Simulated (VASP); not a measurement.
# LiH in VASP: one cell, several levels of theory, part 2 of 2

VASP 6.6.1, plane waves, PAW. The steps go on from the part before.

### Step 3. r2SCAN

Input file INCAR:

```
ENCUT = 520.000000
SIGMA = 0.010000
EDIFF = 1.00e-07
ALGO = Normal
METAGGA = R2SCAN
PREC = Accurate
IBRION = -1
ISIF = 2
ISMEAR = 0
NBANDS = 9
NELM = 120
NSW = 0
LASPH = .TRUE.
LCHARG = .FALSE.
LWAVE = .FALSE.
LREAL = .FALSE.
```

Input file KPOINTS:

```
KPOINTS created by Atomic Simulation Environment
0
Gamma
10 10 10
0 0 0
```

Input file KPOINTS_OPT:

```
special points
7
Reciprocal
0.0000000000 0.0000000000 0.0000000000 1
0.5000000000 0.0000000000 0.5000000000 1
0.6250000000 0.2500000000 0.6250000000 1
0.3750000000 0.3750000000 0.7500000000 1
0.5000000000 0.5000000000 0.5000000000 1
0.5000000000 0.2500000000 0.7500000000 1
0.0000000000 0.5000000000 0.5000000000 1
```

Input file POSCAR:

```
Li H
 1.0000000000000000
     0.0000000000000000    1.9629349442999999    1.9629349442999999
     1.9629349442999999    0.0000000000000000    1.9629349442999999
     1.9629349442999999    1.9629349442999999    0.0000000000000000
 Li  H
   1   1
Cartesian
  0.0000000000000000  0.0000000000000000  0.0000000000000000
  1.9629349442999999  1.9629349442999999  1.9629349442999999
```

The run is started by

```console
$ mpirun -np 1 vasp_std
```

Printed to the terminal (iteration lines stand in OSZICAR):

```text
POSCAR found type information on POSCAR LiH
 POSCAR found :  2 types and       2 ions
 -----------------------------------------------------------------------------
|                                                                             |
|                                                                             |
|     You enforced a specific xc type in the INCAR file but a different       |
|     I HOPE YOU KNOW WHAT YOU ARE DOING!                                     |
|                                                                             |
 -----------------------------------------------------------------------------

 LDA part: xc-table for (None), standard interpolation
 POSCAR, INCAR and KPOINTS ok, starting setup
 FFT: planning ... GRIDC
 FFT: planning ... GRID_SOFT
 FFT: planning ... GRID
 WAVECAR not read
 entering main loop
 Start KPOINTS_OPT (optional k-point list driver)
k-point batch [1-7\7]
```

OSZICAR:

```text
N       E                     dE             d eps       ncg     rms          rms(c)
DAV:   1    -0.290805974390E+01   -0.29081E+01   -0.14986E+03   878   0.408E+02
DAV:   2    -0.735068048576E+01   -0.44426E+01   -0.44114E+01  1260   0.567E+01
DAV:   3    -0.741623986584E+01   -0.65559E-01   -0.65534E-01   980   0.517E+00
DAV:   4    -0.741645491343E+01   -0.21505E-03   -0.21503E-03  1230   0.326E-01
DAV:   5    -0.741645566395E+01   -0.75053E-06   -0.75050E-06   977   0.125E-02    0.278E+00
DAV:   6    -0.687683241067E+01    0.53962E+00   -0.15791E-01  1032   0.273E+00    0.164E+00
DAV:   7    -0.681030248589E+01    0.66530E-01   -0.19377E-01   862   0.210E+00    0.293E-01
DAV:   8    -0.681064704717E+01   -0.34456E-03   -0.64644E-03   984   0.555E-01    0.122E-01
DAV:   9    -0.681118298977E+01   -0.53594E-03   -0.10475E-03  1085   0.229E-01    0.232E-02
DAV:  10    -0.681116160287E+01    0.21387E-04   -0.52070E-05   980   0.533E-02    0.397E-03
DAV:  11    -0.681115099123E+01    0.10612E-04   -0.32613E-06   970   0.182E-02    0.110E-03
DAV:  12    -0.681114779593E+01    0.31953E-05   -0.18863E-07  1034   0.363E-03    0.204E-04
DAV:  13    -0.681114700761E+01    0.78832E-06   -0.13627E-08   980   0.103E-03    0.467E-05
DAV:  14    -0.681114686091E+01    0.14670E-06   -0.60772E-10   546   0.213E-04    0.275E-05
DAV:  15    -0.681114676553E+01    0.95380E-07   -0.35647E-10   538   0.124E-04
   1 F= -.68111468E+01 E0= -.68111468E+01  d E =-.313296E-75
       N       E                     dE             ncg
DAV:   1    -0.395751886536E+03   -0.17581E+04      126
DAV:   2    -0.422013611436E+03   -0.26262E+02      174
DAV:   3    -0.422315316748E+03   -0.30171E+00      179
DAV:   4    -0.422315849861E+03   -0.53311E-03      172
DAV:   5    -0.422315851959E+03   -0.20980E-05      170
DAV:   6    -0.422315852000E+03   -0.40712E-07      172
```

From OUTCAR:

```text
k-points           NKPTS =     47   k-points in BZ     NKDIM =     47   number of bands    NBANDS=      9

   NELECT =       4.0000    total number of electrons

   dimension x,y,z NGX =    24 NGY =   24 NGZ =   24
   dimension x,y,z NGXF=    48 NGYF=   48 NGZF=   48

  energy-cutoff  :      520.00
  volume of cell :       15.13
      direct lattice vectors                 reciprocal lattice vectors
     0.000000000  1.962934944  1.962934944    -0.254720617  0.254720617  0.254720617
     1.962934944  0.000000000  1.962934944     0.254720617 -0.254720617  0.254720617
     1.962934944  1.962934944  0.000000000     0.254720617  0.254720617 -0.254720617

 k-points in reciprocal lattice and weights: KPOINTS created by Atomic Simulation Env
   0.00000000  0.00000000  0.00000000       0.001
   0.10000000  0.00000000  0.00000000       0.008
   0.20000000  0.00000000  0.00000000       0.008
   0.30000000  0.00000000  0.00000000       0.008
   0.40000000  0.00000000  0.00000000       0.008
   0.50000000  0.00000000  0.00000000       0.004
   0.10000000  0.10000000  0.00000000       0.006
   0.20000000  0.10000000  0.00000000       0.024
[... 39 more k-points ...]

 E-fermi :   0.2343

 k-point     1 :       0.0000    0.0000    0.0000
  band No.  band energies     occupation
      1     -45.5585      2.00000
      2      -5.5868      2.00000
      3      18.5951      0.00000
      4      20.1869      0.00000
      5      20.1869      0.00000
      6      20.1876      0.00000
      7      24.7235      0.00000
      8      24.7235      0.00000
      9      24.7237      0.00000

 k-point     2 :       0.1000    0.0000    0.0000
  band No.  band energies     occupation
      1     -45.5530      2.00000
      2      -5.4031      2.00000
      3      16.6258      0.00000
      4      19.2197      0.00000
      5      19.7089      0.00000
      6      19.7095      0.00000
      7      24.5024      0.00000
      8      25.7560      0.00000
      9      25.7562      0.00000

 k-point     3 :       0.2000    0.0000    0.0000
  band No.  band energies     occupation
      1     -45.5388      2.00000
      2      -4.8658      2.00000
      3      12.8832      0.00000
      4      17.8468      0.00000
      5      18.9902      0.00000
      6      18.9907      0.00000
      7      25.5620      0.00000
      8      25.5622      0.00000
      9      25.6182      0.00000

 k-point     4 :       0.3000    0.0000    0.0000
  band No.  band energies     occupation
      1     -45.5212      2.00000
      2      -4.0448      2.00000
      3       9.4459      0.00000
      4      16.6651      0.00000
      5      18.6107      0.00000
      6      18.6112      0.00000
      7      23.1566      0.00000
      8      23.1568      0.00000
      9      27.4140      0.00000

 k-point     5 :       0.4000    0.0000    0.0000
  band No.  band energies     occupation
      1     -45.5071      2.00000
      2      -3.1551      2.00000
      3       6.9221      0.00000
      4      15.8908      0.00000
      5      18.6675      0.00000
      6      18.6682      0.00000
      7      21.3646      0.00000
      8      21.3646      0.00000
      9      29.4790      0.00000

 k-point     6 :       0.5000    0.0000    0.0000
  band No.  band energies     occupation
      1     -45.5017      2.00000
      2      -2.7169      2.00000
      3       5.9325      0.00000
      4      15.6246      0.00000
      5      18.8803      0.00000
      6      18.8811      0.00000
      7      20.5687      0.00000
      8      20.5688      0.00000
      9      30.6693      0.00000

 k-point     7 :       0.1000    0.1000    0.0000
  band No.  band energies     occupation
      1     -45.5512      2.00000
      2      -5.3381      2.00000
      3      16.9801      0.00000
      4      18.2331      0.00000
      5      18.2334      0.00000
      6      21.3412      0.00000
      7      21.9396      0.00000
      8      27.4245      0.00000
      9      27.4571      0.00000

 k-point     8 :       0.2000    0.1000    0.0000
  band No.  band energies     occupation
      1     -45.5400      2.00000
      2      -4.9078      2.00000
      3      14.1072      0.00000
      4      16.8480      0.00000
      5      17.0949      0.00000
      6      21.0662      0.00000
      7      22.4036      0.00000
      8      25.6739      0.00000
      9      28.9709      0.00000

 k-point     9 :       0.3000    0.1000    0.0000
  band No.  band energies     occupation
      1     -45.5236      2.00000
      2      -4.1559      2.00000
      3      10.5456      0.00000
      4      15.4843      0.00000
      5      16.4693      0.00000
      6      20.1828      0.00000
      7      23.9370      0.00000
      8      24.8412      0.00000
      9      26.7249      0.00000

 k-point    10 :       0.4000    0.1000    0.0000
  band No.  band energies     occupation
      1     -45.5084      2.00000
      2      -3.2308      2.00000
      3       7.6607      0.00000
      4      14.4308      0.00000
      5      16.4033      0.00000
      6      19.1759      0.00000
      7      23.3566      0.00000
      8      24.6405      0.00000
      9      27.5213      0.00000

 k-point    11 :       0.5000    0.1000    0.0000
  band No.  band energies     occupation
      1     -45.5000      2.00000
      2      -2.5523      2.00000
      3       6.0740      0.00000
      4      13.8100      0.00000
      5      16.9095      0.00000
      6      18.3288      0.00000
      7      23.1244      0.00000
      8      23.5384      0.00000
      9      30.1815      0.00000

 k-point    12 :      -0.4000    0.1000    0.0000
  band No.  band energies     occupation
      1     -45.5018      2.00000
      2      -2.7163      2.00000
      3       6.4283      0.00000
      4      13.6483      0.00000
      5      17.8937      0.00000
      6      17.9711      0.00000
      7      22.2074      0.00000
      8      24.4271      0.00000
      9      30.0361      0.00000

 k-point    13 :      -0.3000    0.1000    0.0000
  band No.  band energies     occupation
      1     -45.5130      2.00000
      2      -3.5520      2.00000
      3       8.5471      0.00000
      4      13.9255      0.00000
      5      17.9894      0.00000
      6      19.4799      0.00000
      7      21.9597      0.00000
      8      25.8716      0.00000
      9      27.8185      0.00000

[... the tables of k-points 14 to 47 left out ...]

  Total        0.2036107      0.2036107      0.2036107      0.0000000     -0.0000000     -0.0000000
  in kB       21.5656924     21.5656924     21.5656924      0.0000000     -0.0000000     -0.0000000
  external PRESSURE =      21.5656924 kB  Pullay stress =       0.0000000 kB

 POSITION                                       TOTAL-FORCE (eV/Angst)
 -----------------------------------------------------------------------------------
      0.00000      0.00000      0.00000         0.000000     -0.000000      0.000000
      1.96293      1.96293      1.96293         0.000000      0.000000      0.000000
 -----------------------------------------------------------------------------------
    total drift:                                0.000000     -0.000000     -0.000000

  FREE ENERGIE OF THE ION-ELECTRON SYSTEM (eV)
  ---------------------------------------------------
  free  energy   TOTEN  =        -6.8111467655 eV

  energy  without entropy=       -6.8111467655  energy(sigma->0) =       -6.81114677
```

Hardware: 1 MPI rank of Intel Xeon Platinum 8488C, shared host.

The levels at the points of KPOINTS_OPT are read from vasprun.xml.

Near the gap, in eV above the top of the last filled band v; c is the band after it:

| point | v−1 | v | c | c+1 |
| --- | --- | --- | --- | --- |
| Γ | -45.67 | -5.69 | 18.49 | 20.08 |
| X | -45.59 | 0.00 | 3.54 | 12.07 |
| U | -45.59 | -0.57 | 4.79 | 8.62 |
| K | -45.59 | -0.57 | 4.79 | 8.62 |
| L | -45.61 | -2.82 | 5.83 | 15.52 |
| W | -45.59 | -0.28 | 6.02 | 6.02 |

Gap with r2SCAN: 3.54 eV, direct (X). Pressure: 2.16 GPa; the forces vanish within 0.01 eV/Å.

### Step 4. Summary

This closing draws on all 2 parts.

| level | gap (eV) | pressure (GPa) | Ansatz: gap (eV) | Ansatz: pressure (GPa) |
| --- | --- | --- | --- | --- |
| PBE | 2.93 | 2.19 | 2.94 | 2.47 |
| r2SCAN | 3.54 | 2.16 | 3.59 | 2.41 |

What this shows: The gap runs from 2.93 eV (PBE) to 3.54 eV (r2SCAN). The two programs agree on the gap within 0.06 eV, far less than the spread between functionals. Datasets and cutoffs are each program's own.
